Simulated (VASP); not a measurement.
# ZnSe (F-43m) in VASP: elastic constants with r2SCAN

Aim: the elastic constants of ZnSe with r2SCAN.

Program: VASP 6.6.1. These are calculated values, not measurements. Logs are shortened: lines on timing, memory, paths and dates and some standing lists are left out, and cuts for length are marked.

### 1 The structure

The structure is cubic, space group F-43m (No. 216). Conventional cell: a = 5.665 Å, b = 5.665 Å, c = 5.665 Å, α = 90.00°, β = 90.00°, γ = 90.00°. Zn (site symmetry -43m) has 4 Se at 2.45 Å as nearest neighbours. Se (site symmetry -43m) has 4 Zn at 2.45 Å as nearest neighbours.

The cell is a database's computed one.

### 2 Elastic constants, r2SCAN

POSCAR

```
ZnSe
1.0
    0.0000000000      2.8324425400      2.8324425400
    2.8324425400      0.0000000000      2.8324425400
    2.8324425400      2.8324425400      0.0000000000
Zn Se
1 1
Direct
    0.0000000000      0.0000000000      0.0000000000
    0.2500000000      0.2500000000      0.2500000000
```

INCAR.step1

```
SYSTEM = ZnSe
PREC = Accurate ; ENCUT = 700
EDIFF = 1E-8 ; ISMEAR = 0
SIGMA = 0.02 ; LREAL = .False.
LASPH = .True. ; NELM = 100
ALGO = Normal ; ISIF = 3
LWAVE = .False. ; LCHARG = .False.
METAGGA = R2SCAN ; LMIXTAU = .True.
IBRION = 2 ; NSW = 40
EDIFFG = -0.002
```

INCAR.step2

```
SYSTEM = ZnSe
PREC = Accurate ; ENCUT = 700
EDIFF = 1E-8 ; ISMEAR = 0
SIGMA = 0.02 ; LREAL = .False.
LASPH = .True. ; NELM = 100
ALGO = Normal ; ISIF = 3
LWAVE = .False. ; LCHARG = .False.
METAGGA = R2SCAN ; LMIXTAU = .True.
IBRION = 6 ; NFREE = 2
POTIM = 0.015 ; NSW = 1
```

KPOINTS

```
regular mesh
0
Gamma
  10 10 10
  0 0 0
```

Potentials or basis: VASP PAW PBE potentials, release 64 (Zn, Se).

Started as:

```console
$ cat potpaw_PBE.64/Zn/POTCAR potpaw_PBE.64/Se/POTCAR > POTCAR
$ cp INCAR.step1 INCAR
$ mpirun -np 1 vasp_std > vasp.out
$ cp CONTCAR POSCAR
$ cp INCAR.step2 INCAR
$ mpirun -np 1 vasp_std > vasp.out
```

OUTCAR:

```text
SYSTEM = ZnSe
   PREC = Accurate
   ENCUT = 700
   EDIFF = 1E-8
   ISMEAR = 0
   LREAL = .False.
   LASPH = .True.
   NELM = 100
   ISIF = 3
   METAGGA = R2SCAN
   IBRION = 6
   NFREE = 2
   POTIM = 0.015
   NSW = 1

 ion  position               nearest neighbor table
   1  0.000  0.000  0.000-   2 2.45   2 2.45   2 2.45   2 2.45
   2  0.250  0.250  0.250-   1 2.45   1 2.45   1 2.45   1 2.45

  LATTYP: Found a face centered cubic cell.
 ALAT       =     5.6669955562

  Lattice vectors:

 A1 = (   0.0000000000,   2.8334977781,   2.8334977781)
 A2 = (   2.8334977781,   0.0000000000,   2.8334977781)
 A3 = (   2.8334977781,   2.8334977781,   0.0000000000)

Analysis of symmetry for initial positions (statically):
=====================================================================
 Subroutine PRICEL returns:
 Original cell was already a primitive cell.

 Routine SETGRP: Setting up the symmetry group for a
 face centered cubic supercell.

 Subroutine GETGRP returns: Found 24 space group operations
 (whereof 24 operations were pure point group operations)
 out of a pool of 48 trial point group operations.

The static configuration has the point symmetry T_d .

Analysis of symmetry for dynamics (positions and initial velocities):
=====================================================================
 Subroutine PRICEL returns:
 Original cell was already a primitive cell.

 Routine SETGRP: Setting up the symmetry group for a
 face centered cubic supercell.

 Subroutine GETGRP returns: Found 24 space group operations
 (whereof 24 operations were pure point group operations)
 out of a pool of 48 trial point group operations.

The dynamic configuration has the point symmetry T_d .

 Subroutine INISYM returns: Found 24 space group operations
 (whereof 24 operations are pure point group operations),
 and found     1 'primitive' translations

----------------------------------------------------------------------------------------

                                     Primitive cell

  volume of cell :      45.4987

  direct lattice vectors                    reciprocal lattice vectors
     0.000000000  2.833497778  2.833497778    -0.176460347  0.176460347  0.176460347
     2.833497778  0.000000000  2.833497778     0.176460347 -0.176460347  0.176460347
     2.833497778  2.833497778  0.000000000     0.176460347  0.176460347 -0.176460347

  length of vectors
     4.007170987  4.007170987  4.007170987     0.305638286  0.305638286  0.305638286

  position of ions in fractional coordinates (direct lattice)
     0.000000000  0.000000000  0.000000000
     0.250000000  0.250000000  0.250000000

  ion indices of the primitive-cell ions
   primitive index   ion index
                 1           1
                 2           2

----------------------------------------------------------------------------------------

 KPOINTS: regular mesh

Automatic generation of k-mesh.
 Grid dimensions read from file:
 generate k-points for:   10   10   10

 Generating k-lattice:

  Cartesian coordinates                     Fractional coordinates (reciprocal lattice)
    -0.017646035  0.017646035  0.017646035     0.100000000  0.000000000  0.000000000
     0.017646035 -0.017646035  0.017646035     0.000000000  0.100000000  0.000000000
     0.017646035  0.017646035 -0.017646035     0.000000000  0.000000000  0.100000000

  Length of vectors
[... 112 lines left out ...]
  -------------------------------------------------------------------------------------
  Total        0.0001305      0.0001305      0.0001305     -0.0000000     -0.0000000     -0.0000000
  in kB        0.0045948      0.0045948      0.0045948     -0.0000000     -0.0000000     -0.0000000
  external PRESSURE =       0.0045948 kB  Pullay stress =       0.0000000 kB
[... 89 lines left out ...]
  FREE ENERGIE OF THE ION-ELECTRON SYSTEM (eV)
  ---------------------------------------------------
  free  energy   TOTEN  =       -24.9117166994 eV

  energy  without entropy=      -24.9117166994  energy(sigma->0) =      -24.91171670

[... ionic steps 4 to 14 ...]

--------------------------------------- Ionic step       15  -------------------------------------------

 number of electron      18.0000001 magnetization

------------------------ aborting loop because EDIFF is reached ----------------------------------------
[... 67 lines left out ...]
--------------------------------------- Ionic step       17  -------------------------------------------

 number of electron      18.0000002 magnetization

 Free energy of the ion-electron system (eV)
  ---------------------------------------------------
  ext. energy  EPLUGINS =         0.00000000
  ---------------------------------------------------
  free energy    TOTEN  =       -24.91371117 eV

  energy without entropy =      -24.91371117  energy(sigma->0) =      -24.91371117

 E-fermi :   1.4294     XC(G=0):  -9.9212

 val. band max:        1.3167269360   @ k =   0.0000   0.0000   0.0000
 cond. band min:       3.1697916580   @ k =   0.0000   0.0000   0.0000
 fundamental gap:      1.8530647220
 Fermi energy:         1.4293593233

 k-point     1 :       0.0000    0.0000    0.0000
  band No.  band energies     occupation
      1     -12.4151      2.00000
      2      -5.4054      2.00000
      3      -5.3969      2.00000
      4      -5.3884      2.00000
      5      -4.9893      2.00000
      6      -4.9893      2.00000
      7       1.2825      2.00000
      8       1.3004      2.00000
      9       1.3167      2.00000
     10       3.1698      0.00000
     11       7.6058      0.00000
     12       7.6165      0.00000
     13       7.6287      0.00000
[... 354 lines left out ...]
  band No.  band energies     occupation
      1     -11.5660      2.00000
      2      -5.3472      2.00000
      3      -5.2019      2.00000
      4      -5.1887      2.00000
      5      -4.9624      2.00000
      6      -4.9520      2.00000
      7      -2.7341      2.00000
      8      -0.7093      2.00000
      9      -0.5022      2.00000
     10       5.2560      0.00000
     11       5.8864      0.00000
     12      10.1789      0.00000
     13      11.1626      0.00000

 [... further k-points ...]

------------------------ aborting loop because EDIFF is reached ----------------------------------------

  FORCE on cell =-STRESS in cart. coord.  units (eV):
  Direction    XX          YY          ZZ          XY          YZ          ZX
  --------------------------------------------------------------------------------------
  -------------------------------------------------------------------------------------
  Total        0.0006108      0.0022576      0.0022576      0.0000000      0.0792831      0.0000000
  in kB        0.0215089      0.0794983      0.0794983      0.0000000      2.7918520      0.0000000
  external PRESSURE =       0.0601685 kB  Pullay stress =       0.0000000 kB
[... 17 lines left out ...]
  FREE ENERGIE OF THE ION-ELECTRON SYSTEM (eV)
  ---------------------------------------------------
  free  energy   TOTEN  =       -24.9137111707 eV

  energy  without entropy=      -24.9137111707  energy(sigma->0) =      -24.91371117

 INTERNAL STRAIN TENSORS FROM STRAINED CELLS
 ============================================

 INTERNAL STRAIN TENSOR FOR ION    1 for displacements in x,y,z  (eV/Angst):
          X           Y           Z          XY          YZ          ZX
  --------------------------------------------------------------------------------
  x     0.00000    -0.00000     0.00000     0.00000     5.40659     0.00000
  y     0.00000     0.00000     0.00000     0.00000    -0.00000     5.40669
  z     0.00000    -0.00000     0.00000     5.40606    -0.00000    -0.00000

 INTERNAL STRAIN TENSORS FROM DISPLACED ATOMS
 ============================================

 INTERNAL STRAIN TENSOR FOR ION    1 for displacements in x,y,z  (eV/Angst):
          X           Y           Z          XY          YZ          ZX
  --------------------------------------------------------------------------------
  x     0.00000     0.00000     0.00000     0.00000     5.46269     0.00000
  y     0.00000     0.00000     0.00000     0.00000     0.00000     5.46269
  z     0.00000     0.00000     0.00000     5.46269     0.00000     0.00000

 INTERNAL STRAIN TENSOR FOR ION    2 for displacements in x,y,z  (eV/Angst):
          X           Y           Z          XY          YZ          ZX
  --------------------------------------------------------------------------------
  x     0.00000     0.00000     0.00000     0.00000    -5.30991     0.00000
  y     0.00000     0.00000     0.00000     0.00000     0.00000    -5.30991
  z     0.00000     0.00000     0.00000    -5.30991     0.00000     0.00000

 Eigenvectors and eigenvalues of the dynamical matrix
 ----------------------------------------------------

   1 f  =    6.145974 THz    38.616295 2PiTHz  205.007633 cm-1    25.417696 meV
             X         Y         Z           dx          dy          dz
      0.000000  0.000000  0.000000     0.000000    0.740952    0.000000
      1.416749  1.416749  1.416749     0.000000   -0.671557    0.000000
[... 21 lines left out ...]
   6 f/i=    0.012391 THz     0.077854 2PiTHz    0.413314 cm-1     0.051244 meV
             X         Y         Z           dx          dy          dz
      0.000000  0.000000  0.000000     0.000000    0.000000   -0.671557
      1.416749  1.416749  1.416749     0.000000    0.000000   -0.740952

--------------------------------------------------------------------------------------------------------

 ELASTIC MODULI CONTR FROM IONIC RELAXATION (kBar)
 Direction    XX          YY          ZZ          XY          YZ          ZX
 --------------------------------------------------------------------------------
 XX           0.0000      0.0000      0.0000      0.0000      0.0000      0.0000
 YY           0.0000      0.0000      0.0000      0.0000      0.0000      0.0000
 ZZ           0.0000      0.0000      0.0000      0.0000      0.0000      0.0000
 XY           0.0000      0.0000      0.0000   -184.8839      0.0000     -0.0000
 YZ           0.0000      0.0000      0.0000      0.0000   -184.8839      0.0000
 ZX           0.0000      0.0000      0.0000     -0.0000      0.0000   -184.8839
 --------------------------------------------------------------------------------

 TOTAL ELASTIC MODULI (kBar)
 Direction    XX          YY          ZZ          XY          YZ          ZX
 --------------------------------------------------------------------------------
 XX         902.3982    534.4556    534.4556      0.0000      0.0000     -0.0000
 YY         534.4556    902.3982    534.4556     -0.0000      0.0000      0.0000
 ZZ         534.4556    534.4556    902.3982      0.0000      0.0000      0.0000
 XY           0.0000     -0.0000      0.0000    414.5634      0.0000     -0.0000
 YZ           0.0000      0.0000      0.0000      0.0000    414.5634      0.0000
 ZX          -0.0000      0.0000      0.0000     -0.0000      0.0000    414.5634
 --------------------------------------------------------------------------------
```

Run time: 72 min. Hardware: 1 thread of Intel Xeon 6975P-C (Granite Rapids), shared host; peak memory 0.58 GiB.

What came out:

```
Relaxed volume                                          : 22.75 Å³/atom
Relaxed cell                                            : a = 4.007 Å, b = 4.007 Å, c = 4.007 Å, α = 60.00°, β = 60.00°, γ = 60.00°
Space group after relaxing (to 0.05 Å)                  : F-43m (No. 216)
Elastic constants C11, C12, C44                         : 90, 53, 41 GPa
Voigt bulk modulus                                      : 66 GPa
Highest phonon frequency at Γ, LO-TO splitting left out : 205 cm⁻¹
```

Final structure:
```yaml
crystal:
  lattice:
    - [0.00000, 2.83350, 2.83350]
    - [2.83350, 0.00000, 2.83350]
    - [2.83350, 2.83350, 0.00000]
  atoms:
    - { symbol: Zn, position: [0.00000, 0.00000, 0.00000] }
    - { symbol: Se, position: [0.25000, 0.25000, 0.25000] }
```

Phonon frequencies in cm⁻¹ (negative: imaginary):
| q point | frequencies |
| --- | --- |
| (0.000, 0.000, 0.000) | 0 0 0 205 205 205 |

Elastic tensor in Voigt notation (GPa, in the Cartesian axes of the cell as first typed):
```
90 53 53  0  0  0
53 90 53  0  0  0
53 53 90  0  0  0
 0  0  0 41  0  0
 0  0  0  0 41  0
 0  0  0  0  0 41
```

Clamped-ion elastic tensor (GPa):
```
90 53 53  0  0  0
53 90 53  0  0  0
53 53 90  0  0  0
 0  0  0 60  0  0
 0  0  0  0 60  0
 0  0  0  0  0 60
```

Caveat: the PAW data sets were made with another functional, which shifts forces and pressure a little.
